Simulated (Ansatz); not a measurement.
Runs of Ansatz 0.2.0 on SiO2. Symmetry: P4_32_12, No. 96, tetragonal system. The conventional cell has a = 4.976 Å, b = 4.976 Å, c = 6.901 Å, α = 90.00°, β = 90.00°, γ = 90.00°. Around Si (site symmetry 2) lie 4 O at 1.61 Å. O (site symmetry 1) is surrounded by 2 Si at 1.61 Å. The cell comes from a database or a generator and needn't be the stable form of this composition.

| task | level | cell | cutoff (eV) | points for each segment of the path | gap on the mesh (eV) | pressure (GPa) | relaxed volume (Å³/atom) | largest force (eV/Å) |
| --- | --- | --- | --- | --- | --- | --- | --- | --- |
| band structure | PBEsol | as given | 420 | 10 | (a) | 2.4 | - | 0.16 |
| band structure | LDA | as given | 420 | 10 | 5.49 | (d) | - | 0.09 |
| relaxation of cell and atoms | LDA | relaxed | 420 | - | 5.55 | 0.0 | (c) | - |
| band structure | r2SCAN | as given | 500 | 10 | 6.35 | 0.1 | - | 0.03 |
| relaxation of cell and atoms | PBE | relaxed | 420 | - | 5.51 | 0.0 | (b) | - |

Alike in all rows: potentials or basis Ansatz PAW; no spin polarisation; k mesh 6 × 6 × 4; smearing fermi-dirac 0.05 eV.

Q: Estimate the missing entries.

A: (a) 5.67; (b) 15.28; (c) 14.03; (d) -1.6.

Caveats: the PAW data sets come from PBE, with cores solved anew for the run's functional, which leaves a small shift of forces and pressure (some runs); the plane-wave basis is chosen anew once the cell has moved, so the energies of steps on either side of that aren't comparable (some runs).

A k mesh can miss the band edges.
